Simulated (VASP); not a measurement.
# Mo in VASP: a series of runs, part 2 of 2

VASP 6.6.1. The steps go on from the part before.

### Step 3. Single point, PBE (the clean substrate in the cell of the map)

Input file INCAR:

```
PREC     = Accurate       # precision mode
ENCUT    = 520            # plane-wave cutoff, eV
EDIFF    = 1E-7           # SCF threshold, eV
ISMEAR   = 0              # smearing method
SIGMA    = 0.1            # smearing width, eV
LREAL    = F              # projectors in reciprocal space
LASPH    = T              # aspherical terms in the spheres
NELM     = 60             # most SCF steps
ALGO     = Fast           # electronic algorithm
ISIF     = 2              # what is computed and relaxed
LWAVE    = F              # write WAVECAR
LCHARG   = F              # write CHGCAR
LDIPOL   = T            
IDIPOL   = 3            
DIPOL    = 0.5 0.5 0.276
GGA      = PE             # functional
NBANDS   = 96             # bands
```

Input file KPOINTS:

```
Automatic mesh
0
Gamma
  5 5 1
```

Input file POSCAR:

```
Mo
1.0
    5.4740406976      0.0000000000      0.0000000000
   -1.8246802325      5.1609750636      0.0000000000
    0.0000000000      0.0000000000     22.3082144184
Mo
12
Direct
    0.2500000000      0.2500000000      0.1793061482
    0.2500000000      0.7500000000      0.1793061482
    0.7500000000      0.2500000000      0.1793061482
    0.7500000000      0.7500000000      0.1793061482
    0.0000000000      0.0000000000      0.2758696768
    0.0000000000      0.5000000000      0.2758696768
    0.5000000000      0.0000000000      0.2758696768
    0.5000000000      0.5000000000      0.2758696768
    0.2500000000      0.2500000000      0.3724284814
    0.2500000000      0.7500000000      0.3724284814
    0.7500000000      0.2500000000      0.3724284814
    0.7500000000      0.7500000000      0.3724284814
```

Potentials or basis: VASP PAW PBE potentials, release 64 (Mo_sv).

The run is started by

```
$ cat potpaw_PBE.64/Mo_sv/POTCAR > POTCAR
$ mpirun -np 1 vasp_std > vasp.out
```

OUTCAR:

```text
PREC = Accurate
   ENCUT = 520
   EDIFF = 1E-7
   ISMEAR = 0
   LREAL = F
   LASPH = T
   NELM = 60
   ISIF = 2
   GGA = PE

 ion  position               nearest neighbor table
   1  0.250  0.250  0.179-   5 2.67   8 2.67   2 2.74   2 2.74   3 2.74   3 2.74   7 3.10   6 3.10
                             4 3.16   4 3.16
   2  0.250  0.750  0.179-   6 2.67   7 2.67   1 2.74   1 2.74   4 2.74   4 2.74   5 3.10   8 3.10
                             3 3.16   3 3.16
   3  0.750  0.250  0.179-   6 2.67   7 2.67   4 2.74   4 2.74   1 2.74   1 2.74   5 3.10   8 3.10
                             2 3.16   2 3.16
   4  0.750  0.750  0.179-   5 2.67   8 2.67   3 2.74   3 2.74   2 2.74   2 2.74   7 3.10   6 3.10
                             1 3.16   1 3.16
   5  0.000  0.000  0.276-   9 2.67  12 2.67   1 2.67   4 2.67   6 2.74   6 2.74   7 2.74   7 2.74
                            11 3.10  10 3.10   3 3.10   2 3.10   8 3.16   8 3.16
   6  0.000  0.500  0.276-  10 2.67  11 2.67   2 2.67   3 2.67   5 2.74   5 2.74   8 2.74   8 2.74
                             9 3.10  12 3.10   1 3.10   4 3.10   7 3.16   7 3.16
   7  0.500  0.000  0.276-  10 2.67  11 2.67   2 2.67   3 2.67   8 2.74   8 2.74   5 2.74   5 2.74
                             9 3.10  12 3.10   1 3.10   4 3.10   6 3.16   6 3.16
   8  0.500  0.500  0.276-   9 2.67  12 2.67   1 2.67   4 2.67   7 2.74   7 2.74   6 2.74   6 2.74
                            11 3.10  10 3.10   3 3.10   2 3.10   5 3.16   5 3.16
   9  0.250  0.250  0.372-   5 2.67   8 2.67  10 2.74  10 2.74  11 2.74  11 2.74   7 3.10   6 3.10
[... 15 lines left out ...]
 A1 = (   5.4740406976,   0.0000000000,   0.0000000000)
 A2 = (  -1.8246802325,   5.1609750636,   0.0000000000)
 A3 = (   0.0000000000,   0.0000000000,  22.3082144184)

Analysis of symmetry for initial positions (statically):
=====================================================================
 Subroutine PRICEL returns following result:

  LATTYP: Found a base centered orthorhombic cell.
 ALAT       =     3.1604388703
 B/A-ratio  =     1.4142135624
 C/A-ratio  =     7.0585812079

  Lattice vectors:

 A1 = (   2.7370203488,   0.0000000000,   0.0000000000)
 A2 = (  -0.9123401162,   2.5804875318,   0.0000000000)
[... 173 lines left out ...]
  ext. energy  EPLUGINS =         0.00000000
  ---------------------------------------------------
  free energy    TOTEN  =      -121.08310668 eV

  energy without entropy =     -121.03174138  energy(sigma->0) =     -121.05742403

 E-fermi :   0.4884     XC(G=0):  -4.9128

 val. band max:        0.4873553538   @ k =   0.4000   0.2000   0.0000
 cond. band min:       0.5170321753   @ k =  -0.2000   0.2000   0.0000
 fundamental gap:      0.0296768215
 Fermi energy:         0.4884416009

 k-point     1 :       0.0000    0.0000    0.0000
  band No.  band energies     occupation
      1     -60.7409      2.00000
      2     -60.5644      2.00000
      3     -60.5644      2.00000
      4     -60.5005      2.00000
      5     -60.4511      2.00000
      6     -60.4004      2.00000
[... 880 lines left out ...]
     95       1.4327      0.00000
     96       1.5271      0.00000

------------------------ aborting loop because EDIFF is reached ----------------------------------------

 vacuum level on the upper side and lower side of the slab       (xc-potential included)        -0.038        -0.068

  FORCE on cell =-STRESS in cart. coord.  units (eV):
  Direction    XX          YY          ZZ          XY          YZ          ZX
  --------------------------------------------------------------------------------------
  -------------------------------------------------------------------------------------
  Total      -11.4632349    -10.7127964      0.3894641      1.0612803      0.0000000      0.0000000
  in kB      -29.1415859    -27.2338375      0.9900872      2.6979636      0.0000000      0.0000000
  external PRESSURE =     -18.4617788 kB  Pullay stress =       0.0000000 kB

 VOLUME and BASIS-vectors are now :
 -----------------------------------------------------------------------------
  energy-cutoff  :      520.00
  volume of cell :      630.24
      direct lattice vectors                 reciprocal lattice vectors
     5.474040698  0.000000000  0.000000000     0.182680410  0.064587278  0.000000000
    -1.824680232  5.160975064  0.000000000     0.000000000  0.193761835  0.000000000
     0.000000000  0.000000000 22.308214418     0.000000000  0.000000000  0.044826537

 POSITION                                       TOTAL-FORCE (eV/Angst)
 -----------------------------------------------------------------------------------
      0.91234      1.29024      4.00000         0.000000     -0.000000     -0.027227
      0.00000      3.87073      4.00000         0.000000     -0.000000     -0.027227
      3.64936      1.29024      4.00000        -0.000000     -0.000000     -0.027227
      2.73702      3.87073      4.00000        -0.000000      0.000000     -0.027227
      0.00000      0.00000      6.15416         0.000000      0.000000      0.000000
     -0.91234      2.58049      6.15416        -0.000000      0.000000      0.000000
      2.73702      0.00000      6.15416        -0.000000      0.000000      0.000000
      1.82468      2.58049      6.15416        -0.000000      0.000000      0.000000
      0.91234      1.29024      8.30821         0.000000     -0.000000      0.027227
      0.00000      3.87073      8.30821         0.000000      0.000000      0.027227
      3.64936      1.29024      8.30821        -0.000000      0.000000      0.027227
      2.73702      3.87073      8.30821        -0.000000      0.000000      0.027227
 -----------------------------------------------------------------------------------
    total drift:                               -0.000000     -0.000000      1.488830

  FREE ENERGIE OF THE ION-ELECTRON SYSTEM (eV)
  ---------------------------------------------------
  free  energy   TOTEN  =      -121.0831066775 eV

  energy  without entropy=     -121.0317413791  energy(sigma->0) =     -121.05742403

 vacuum level on the upper side and lower side of the slab         5.194         5.163
```

Run time: 34 min. Hardware: 1 thread of Intel Xeon 6975P-C (Granite Rapids), shared host; peak memory 0.82 GiB.

What came out:

- Free energy: -121.0831 eV
- Largest force: 0.027 eV/Å
- Band gap on the k mesh: none (metal or under the smearing width)

Forces in eV/Å, atoms in the order of the input:
```
Mo   0.000  0.000 -0.027
Mo   0.000  0.000 -0.027
Mo   0.000  0.000 -0.027
Mo   0.000  0.000 -0.027
Mo   0.000  0.000  0.000
Mo   0.000  0.000  0.000
Mo   0.000  0.000  0.000
Mo   0.000  0.000  0.000
Mo   0.000  0.000  0.027
Mo   0.000  0.000  0.027
Mo   0.000  0.000  0.027
Mo   0.000  0.000  0.027
```

Levels at points of the mesh, in eV from the Fermi level:
```
           k point  band 81  band 82  band 83  band 84  band 85  band 86  band 87  band 88
(0.00, 0.00, 0.00)     0.28     0.29     0.81     1.30     1.30     1.34     1.34     1.35
```

### Step 4. Single point, PBE (the clean substrate in the cell of the map)

Input file INCAR:

```
SYSTEM = Mo
PREC = Accurate ; ENCUT = 520
EDIFF = 1E-6 ; ISMEAR = 0
SIGMA = 0.1 ; LREAL = .False.
LASPH = .True. ; NELM = 100
ALGO = Fast ; ISIF = 2
LWAVE = .False. ; LCHARG = .False.
LDIPOL = .True. ; IDIPOL = 3
DIPOL = 0.5 0.5 0.278 ; GGA = PE
NBANDS = 51
```

Input file KPOINTS:

```
Automatic mesh
0
Gamma
  6 6 1
  0 0 0
```

Input file POSCAR:

```
Mo
1.0
    4.4695355114      0.0000000000      0.0000000000
   -2.2347677557      3.8707312960      0.0000000000
    0.0000000000      0.0000000000     22.2594351375
Mo
6
Direct
    0.6666666667      0.3333333333      0.1796990793
    0.3333333333      0.6666666667      0.2206857490
    0.0000000000      0.0000000000      0.2616724188
    0.6666666667      0.3333333333      0.2990140341
    0.3333333333      0.6666666667      0.3355214634
    0.0000000000      0.0000000000      0.3710532224
```

Potentials or basis: VASP PAW PBE potentials, release 64 (Mo_sv).

The run is started by

```
$ cat potpaw_PBE.64/Mo_sv/POTCAR > POTCAR
$ mpirun -np 1 vasp_std > vasp.out
```

OUTCAR:

```text
SYSTEM = Mo
   PREC = Accurate
   ENCUT = 520
   EDIFF = 1E-6
   ISMEAR = 0
   LREAL = .False.
   LASPH = .True.
   NELM = 100
   ISIF = 2
   GGA = PE

 ion  position               nearest neighbor table
   1  0.667  0.333  0.180-   4 2.66   2 2.74   2 2.74   2 2.74   3 3.16   3 3.16   3 3.16
   2  0.333  0.667  0.221-   5 2.56   1 2.74   1 2.74   1 2.74   3 2.74   3 2.74   3 2.74   4 3.11
                             4 3.11   4 3.11
   3  0.000  0.000  0.262-   6 2.43   4 2.71   4 2.71   4 2.71   2 2.74   2 2.74   2 2.74   5 3.06
                             5 3.06   5 3.06   1 3.16   1 3.16   1 3.16
   4  0.667  0.333  0.299-   1 2.66   5 2.71   5 2.71   5 2.71   3 2.71   3 2.71   3 2.71   6 3.04
                             6 3.04   6 3.04   2 3.11   2 3.11   2 3.11
   5  0.333  0.667  0.336-   2 2.56   6 2.70   6 2.70   6 2.70   4 2.71   4 2.71   4 2.71   3 3.06
                             3 3.06   3 3.06
   6  0.000  0.000  0.371-   3 2.43   5 2.70   5 2.70   5 2.70   4 3.04   4 3.04   4 3.04

  LATTYP: Found a hexagonal cell.
 ALAT       =     4.4695355114
 C/A-ratio  =     4.9802569150

  Lattice vectors:

 A1 = (   4.4695355114,   0.0000000000,   0.0000000000)
[... 182 lines left out ...]
  band No.  band energies     occupation
      1     -60.8844      2.00000
      2     -60.6555      2.00000
      3     -60.6057      2.00000
      4     -60.5731      2.00000
      5     -60.4327      2.00000
      6     -60.3626      2.00000
[... 367 lines left out ...]
     50       1.6279      0.00000
     51       1.9008      0.00000

------------------------ aborting loop because EDIFF is reached ----------------------------------------

 vacuum level on the upper side and lower side of the slab       (xc-potential included)         0.093        -0.103

  FORCE on cell =-STRESS in cart. coord.  units (eV):
  Direction    XX          YY          ZZ          XY          YZ          ZX
  --------------------------------------------------------------------------------------
  -------------------------------------------------------------------------------------
  Total       -5.5778216     -5.5778216     -1.8681064      0.0000000      0.0000000      0.0000000
  in kB      -23.2062862    -23.2062862     -7.7721763      0.0000000      0.0000000      0.0000000
  external PRESSURE =     -18.0615829 kB  Pullay stress =       0.0000000 kB

 VOLUME and BASIS-vectors are now :
 -----------------------------------------------------------------------------
  energy-cutoff  :      520.00
  volume of cell :      385.10
      direct lattice vectors                 reciprocal lattice vectors
     4.469535511  0.000000000  0.000000000     0.223736896  0.129174557  0.000000000
    -2.234767756  3.870731296  0.000000000     0.000000000  0.258349114  0.000000000
     0.000000000  0.000000000 22.259435137     0.000000000  0.000000000  0.044924770

 POSITION                                       TOTAL-FORCE (eV/Angst)
 -----------------------------------------------------------------------------------
      2.23477      1.29024      4.00000         0.000000      0.000000      1.435751
     -0.00000      2.58049      4.91234        -0.000000     -0.000000     -0.264842
      0.00000      0.00000      5.82468         0.000000     -0.000000     -1.375990
      2.23477      1.29024      6.65588        -0.000000      0.000000     -0.077003
     -0.00000      2.58049      7.46852         0.000000      0.000000      0.089949
      0.00000      0.00000      8.25944         0.000000     -0.000000      0.192136
 -----------------------------------------------------------------------------------
    total drift:                               -0.000000      0.000000      0.000906

  FREE ENERGIE OF THE ION-ELECTRON SYSTEM (eV)
  ---------------------------------------------------
  free  energy   TOTEN  =       -58.7172394166 eV

  energy  without entropy=      -58.6643018289  energy(sigma->0) =      -58.69077062

 vacuum level on the upper side and lower side of the slab         4.059         3.911
```

stdout:

```text
POSCAR found type information on POSCAR Mo
 POSCAR found :  1 types and       6 ions
 scaLAPACK will be used
 LDA part: xc-table for (Slater+PW92), standard interpolation
 POSCAR, INCAR and KPOINTS ok, starting setup
 FFT: planning ... GRIDC
 FFT: planning ... GRID_SOFT
 FFT: planning ... GRID
 WAVECAR not read
 entering main loop
```

Wall time 4.8 min (1 thread of Intel Xeon Platinum 8559C (Emerald Rapids), shared host); peak memory 0.53 GiB.

Results:

* Free energy: -58.7172 eV
* Largest force: 1.436 eV/Å
* Band gap on the k mesh: none (metal or under the smearing width)

Forces in eV/Å, atoms in the order of the input:
```
Mo   0.000  0.000  1.436
Mo   0.000  0.000 -0.265
Mo   0.000  0.000 -1.376
Mo   0.000  0.000 -0.077
Mo   0.000  0.000  0.090
Mo   0.000  0.000  0.192
```

Levels at points of the mesh, in eV from the Fermi level:
| k point | band 38 | band 39 | band 40 | band 41 | band 42 | band 43 | band 44 | band 45 | band 46 | band 47 |
| --- | --- | --- | --- | --- | --- | --- | --- | --- | --- | --- |
| (0.00, 0.00, 0.00) | -1.23 | -1.23 | -1.21 | -1.21 | -1.00 | -0.08 | 1.14 | 1.14 | 1.26 | 1.26 |
| (0.50, 0.00, 0.00) | -1.44 | -1.27 | -0.65 | -0.36 | 0.03 | 0.06 | 0.20 | 0.70 | 1.23 | 1.44 |

### Step 5. Single point, PBE (clean slab, lower half held)

Input file INCAR:

```
PREC = Accurate
ENCUT = 520
EDIFF = 1E-6
ISMEAR = 0
SIGMA = 0.1
LREAL = F
LASPH = T
NELM = 100
ALGO = Fast
ISIF = 2
LWAVE = F
LCHARG = F
LDIPOL = T
IDIPOL = 3
DIPOL = 0.5 0.5 0.495
GGA = PE
NBANDS = 51
```

Input file KPOINTS:

```
Automatic mesh
0
Gamma
  9 9 1
```

Input file POSCAR:

```
Mo
1.0
    4.4695355114      0.0000000000      0.0000000000
   -2.2347677557      3.8707312960      0.0000000000
    0.0000000000      0.0000000000     18.5617005793
Mo
6
Direct
    0.6666666667      0.3333333333      0.3771206183
    0.3333333333      0.6666666667      0.4262723710
    0.0000000000      0.0000000000      0.4754241237
    0.6666666667      0.3333333333      0.5202046792
    0.3333333333      0.6666666667      0.5639848680
    0.0000000000      0.0000000000      0.6065950201
```

The run is started by

```
$ cat potpaw_PBE.64/Mo_sv/POTCAR > POTCAR
$ mpirun -np 1 vasp_std > vasp.out
```

Run time: 6.1 min. Hardware: 1 thread of Intel Xeon Platinum 8559C (Emerald Rapids), shared host; peak memory 0.48 GiB.

It converged, with:

| Quantity | Value |
| --- | --- |
| Free energy | -58.7221 eV |
| Largest force | 1.529 eV/Å |
| Band gap on the k mesh | none (metal or under the smearing width) |

Forces in eV/Å, atoms in the order of the input:
```
Mo   0.000  0.000  1.529
Mo   0.000  0.000 -0.208
Mo   0.000  0.000 -1.407
Mo   0.000  0.000 -0.011
Mo   0.000  0.000  0.022
Mo   0.000  0.000  0.075
```

Levels at points of the mesh, in eV from the Fermi level:
| k point | band 40 | band 41 | band 42 | band 43 | band 44 | band 45 |
| --- | --- | --- | --- | --- | --- | --- |
| (0.00, 0.00, 0.00) | -1.21 | -1.21 | -0.99 | -0.07 | 1.14 | 1.14 |

### Step 6. The runs side by side

```csv
cell,k mesh,further INCAR settings,gap on the mesh (eV),largest force (eV/Å)
"clean slab, lower half held",11 × 11 × 1,ALGO = Fast; EDIFF = 1e-06; NBANDS = 28,none,0.03
the clean substrate in the cell of the map,5 × 5 × 1,ALGO = Fast; EDIFF = 1e-07; NBANDS = 96,none,0.03
the clean substrate in the cell of the map,6 × 6 × 1,ALGO = Fast; EDIFF = 1e-06; NBANDS = 51,none,1.44
"clean slab, lower half held",9 × 9 × 1,ALGO = Fast; EDIFF = 1e-06; NBANDS = 51,none,1.53
```

Alike in all rows: task single point; level PBE; potentials or basis VASP PAW PBE potentials, release 64 (Mo_sv); no spin polarisation; cutoff (eV) 520; smearing gaussian 0.1 eV.

Total energies depend on the potentials used, so only differences within one code and one set of settings carry meaning.
